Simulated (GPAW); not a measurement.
# Bi (P-1) in GPAW: further runs

Runs on Bi. Level: PBEsol. Tasks: single point.

Program: GPAW 26.7.0. These are calculated values, not measurements. Logs are shortened: lines on timing, memory, paths and dates and some standing lists are left out, and cuts for length are marked. The log counts tension as positive stress, the text compression.

## (1) Starting point

The typed cell holds 2 atoms: a = 3.239 Å, b = 3.222 Å, c = 6.444 Å, α = 89.97°, β = 90.72°, γ = 92.29°.

This isn't the form of Bi at room conditions, which is rhombohedral.

## (2) Single point, PBEsol, 33.60 Å³/atom

Contents of run.py:

```python
from ase import Atoms
from ase.dft.bandgap import bandgap
from ase.io import write
from ase.units import GPa
from gpaw import GPAW, PW, setup_paths

setup_paths.insert(0, '.')

atoms = Atoms(['Bi', 'Bi'],
              cell=[[3.238376246, -0.0647675249, 0.0],
                    [-0.0644328664, 3.22164332, 0.0],
                    [-0.0804548793, 0.0016090976, 6.4438887882]],
              scaled_positions=[[0.54424725, 0.0, 0.74957789],
                                [0.45575275, 0.0, 0.25042211]],
              pbc=True)

calc = GPAW(mode=PW(600),
            xc='PBEsol',
            kpts={'size': (6, 6, 3), 'gamma': True},
            occupations={'name': 'fermi-dirac', 'width': 0.05},
            nbands=25,
            convergence={'density': 1e-05, 'energy': 1e-05},
            maxiter=150,
            txt='gpaw.txt')
atoms.calc = calc
energy = atoms.get_potential_energy()
forces = atoms.get_forces()
stress = atoms.get_stress()
calc.write('gs.gpw')
write('result.traj', atoms)
print(f'Energy: {energy:.6f} eV')
print('Forces (eV/A):')
print(forces.round(4))
print('Stress (GPa):', (stress / GPa).round(3))
print('Fermi level:', round(calc.get_fermi_level(), 4), 'eV')
print(f'Gap: {bandgap(calc)[0]:.4f} eV, direct: {bandgap(calc, direct=True)[0]:.4f} eV')
```

Potentials or basis: PAW data sets generated in the run's folder for this functional, pw.

Started as:

```
$ gpaw-setup -f PBEsol Bi
$ OMP_NUM_THREADS=1 python run.py
```

gpaw.txt:

```text
__  _  _
 | _ |_)|_||  |
 |__||  | ||/\| - 26.7.0

Input parameters:
  mode=PW(ecut=600.0),
  convergence={'density': 1e-05, 'energy': 1e-05},
  kpts=MonkhorstPack(size=(6, 6, 3), gamma=True),
  maxiter=150,
  nbands=25,
  occupations=Occupations(name='fermi-dirac', width=0.05),
  xc=XC(name='PBEsol')

Diagonalizing LCAO Hamiltonian
Converting LCAO to pw mode

       Bi

       Bi

Atoms  # Å, Bohr magnetons
|   | symbol |        x |         y |        z |    initial magnetic moments |
|---|--------|----------|-----------|----------|-----------------------------|
| 0 |     Bi | 1.702170 | -0.034043 | 4.830197 | ( 0.0000,  0.0000,  0.0000) |
| 1 |     Bi | 1.455751 | -0.029115 | 1.613692 | ( 0.0000,  0.0000,  0.0000) |

Unit cell  # Å
| periodic |         x |         y |        z |  lengths |    angles |
|----------|-----------|-----------|----------|----------|-----------|
|      yes |  3.238376 | -0.064768 | 0.000000 | 3.239024 | 89.971393 |
|      yes | -0.064433 |  3.221643 | 0.000000 | 3.222288 | 90.715470 |
|      yes | -0.080455 |  0.001609 | 6.443889 | 6.444391 | 92.291526 |

Number of symmetries: 2
Symmetry operations  # r_c * U_cc + t_c -> r_c
|   | kind |            matrix            |
|---|------|------------------------------|
| 0 |  E   |  1, 0, 0,  0, 1, 0,  0, 0, 1 |
| 1 |  i   | -1, 0, 0,  0,-1, 0,  0, 0,-1 |

BZ-sampling:
  Number of BZ points: 108
  Number of IBZ points: 56

  Monkhorst-Pack size: [6, 6, 3]
  Monkhorst-Pack shift: [0.08333333333333333, 0.08333333333333333, 0.0]

K-points  # in reciprocal-cell coordinates
|     |                                coordinates |     weight |
|-----|--------------------------------------------|------------|
|   0 | (  0.00000000,   0.00000000,   0.00000000) | 0.00925926 |
|   1 | (  0.00000000,   0.00000000,   0.33333333) | 0.01851852 |
|   2 | (  0.00000000,   0.16666667,  -0.33333333) | 0.01851852 |
|   3 | (  0.00000000,   0.16666667,   0.00000000) | 0.01851852 |
|   4 | (  0.00000000,   0.16666667,   0.33333333) | 0.01851852 |
|   5 | (  0.00000000,   0.33333333,  -0.33333333) | 0.01851852 |
|   6 | (  0.00000000,   0.33333333,   0.00000000) | 0.01851852 |
|   7 | (  0.00000000,   0.33333333,   0.33333333) | 0.01851852 |
|   8 | (  0.00000000,   0.50000000,   0.00000000) | 0.00925926 |
|   9 | (  0.00000000,   0.50000000,   0.33333333) | 0.01851852 |
| ... |                                            |            |
|  55 | (  0.50000000,   0.50000000,   0.33333333) | 0.01851852 |

Plane wave coefficients: 2264
Cutoff: 600.0 eV

Spin-components: 1 (collinear spins)
Bands:           25
Projectors:      12
Spin-degeneracy: 2
Datatype:        complex128

Parallelization:
  kpt:    1
  domain: 1
  band:   1

Density:
  Valence electrons: 30.0
  Components: 1
  Grid points: [20 20 40]
  Charge: 0.0  # |e|

Potential:
  Grid points: [20 20 40]

species:
  Bi:
    name:    Bismuth
    Z:       83.0
    valence: 15
    core:    68
    charge:  0.0  # [|e|]
    compensation charges:
      type: gauss
      rc: 0.38  # [Å]
      lmax: 2
    cutoffs:
      filter: 2.23  # [Å]
      core: 2.33  # [Å]
    projectors
    | kind |    occ | energy [eV] | rcut [Å] |
    |------|--------|-------------|----------|
    |   6s |  2.000 |     -14.443 |    1.286 |
    |   6p |  3.000 |      -4.606 |    1.275 |
    |   5d | 10.000 |     -27.097 |    1.349 |
    |    s |        |      12.769 |    1.286 |
    |    p |        |      22.605 |    1.275 |
    |    d |        |       0.114 |    1.349 |

    Using partial waves for Bi as LCAO basis

Reference energy: -1169387.792455  # eV

eigensolver:
[... 26 lines left out ...]
convergence criteria:
- Maximum integral of absolute [dens]ity change: 1e-05 electrons / valence electron
- Maximum [total energy] change in last 3 cyles: 1e-05 eV / valence electron
- Maximum integral of absolute [eigenst]ate change: 4e-08 eV^2 / valence electron
maximum number of iterations: 150

SCF iterations
|iter     | |      energy | eigst |  dens |
|---------|-|-------------|-------|-------|
|iter:   1| |  -10.229052 | -0.35 |       |
|iter:   2| |  -10.235043 | -2.65 | -1.77 |
|iter:   3| |  -10.241087 | -3.27 | -1.80 |
|iter:   4| |  -10.246690 | -3.53 | -2.17 |
|iter:   5| |  -10.247958 | -4.16 | -2.61 |
|iter:   6| |  -10.247974 | -5.89 | -3.48 |
|iter:   7| |  -10.247979c| -6.64 | -4.29 |
|iter:   8| |  -10.247980c| -7.55c| -4.58 |
|iter:   9| |  -10.247981c| -7.22 | -4.83 |
|iter:  10| |  -10.247981c| -8.24c| -5.59c|

Converged in 10 steps
Energy contributions relative to reference atoms: (reference = -1169387.792455)

Energy contributions:
  Kinetic:          31.034040
  Coulomb:         -28.676158
  Zero:             -2.924877
  External:          0.000000
  Xc:               -9.678072
  Entropy:          -0.005827
  Spinorbit:         0.000000
  ----------------------------
  Free energy:     -10.250894
  Extrapolated:    -10.247981

dipole moment: (0.502186, -25.109217, 0.000003)  # |e|*Ang

Fermi level: 6.575
Eigenvalues  # (at kpt = [0.000, 0.000, 0.000])
| band index |      eig [eV] | occ [0-2] |
|------------|---------------|-----------|
|          0 |       -16.650 |     2.000 |
|        ... |               |           |
|          5 |       -16.371 |     2.000 |
|          6 |       -16.315 |     2.000 |
|          7 |       -16.307 |     2.000 |
|          8 |       -16.305 |     2.000 |
|          9 |       -16.300 |     2.000 |
|         10 |        -6.715 |     2.000 |
[... 8 lines left out ...]
|         19 |        14.326 |     0.000 |
|         20 |        14.476 |     0.000 |
|        ... |               |           |
|         24 |        16.919 |     0.000 |

No gap
No difference between direct/indirect transitions

Forces  # eV/Ang
|        x |        y |        z |
|----------|----------|----------|
| -0.07457 |  0.00358 |  0.01618 |  # Bi   0
|  0.07457 | -0.00358 | -0.01618 |  # Bi   1

Stress tensor  # eV/Ang^3
|         x |         y |         z |
|-----------|-----------|-----------|
|  0.001918 | -0.002639 | -0.000910 |
| -0.002639 | -0.000569 |  0.000093 |
| -0.000910 |  0.000093 |  0.002491 |

# Writing to gs.gpw (mode='')
```

stdout:

```text
Energy: -10.247981 eV
Forces (eV/A):
[[-0.0746  0.0036  0.0162]
 [ 0.0746 -0.0036 -0.0162]]
Stress (GPa): [ 0.307 -0.091  0.399  0.015 -0.146 -0.423]
Fermi level: 6.5753 eV
Gap: 0.0000 eV, direct: 0.0000 eV
```

Run time: 32 s. Hardware: 1 thread of Intel Xeon Platinum 8488C (Sapphire Rapids), shared host; peak memory 0.21 GiB.

Results:

- Free energy: -10.2509 eV
- Pressure: -0.2 GPa
- Largest force: 0.076 eV/Å
- Band gap on the k mesh: none (metal or under the smearing width)

Caveat: the density grid can change from cell to cell, which puts small steps into energies and stress; spin-orbit coupling is left out, which moves the levels of the heavy elements.

## (3) Single point, PBEsol, 33.61 Å³/atom

run.py: that of step 2 with these lines changed.

```diff
@@ -9,5 +9,5 @@
 atoms = Atoms(['Bi', 'Bi'],
-              cell=[[3.238376246, -0.0647675249, 0.0],
-                    [-0.0644328664, 3.22164332, 0.0],
-                    [-0.0804548793, 0.0016090976, 6.4438887882]],
+              cell=[[3.238376246, -0.0323837625, 0.0],
+                    [-0.0322164332, 3.22164332, 0.0],
+                    [-0.0804548793, 0.0008045488, 6.4438887882]],
               scaled_positions=[[0.54424725, 0.0, 0.74957789],
```

Potentials or basis: PAW data sets generated in the run's folder for this functional, pw.

Started as:

```
$ gpaw-setup -f PBEsol Bi
$ OMP_NUM_THREADS=1 python run.py
```

Wall time 32 s (1 thread of Intel Xeon Platinum 8488C (Sapphire Rapids), shared host); peak memory 0.21 GiB.

The run converged. Its results:

```yaml
Free_energy: -10.2536 eV
Pressure: -0.2 GPa
Largest_force: 0.076 eV/Å
Band_gap_on_the_k_mesh: none (metal or under the smearing width)
```

Caveat: the density grid can change from cell to cell, which puts small steps into energies and stress; spin-orbit coupling is left out, which moves the levels of the heavy elements.
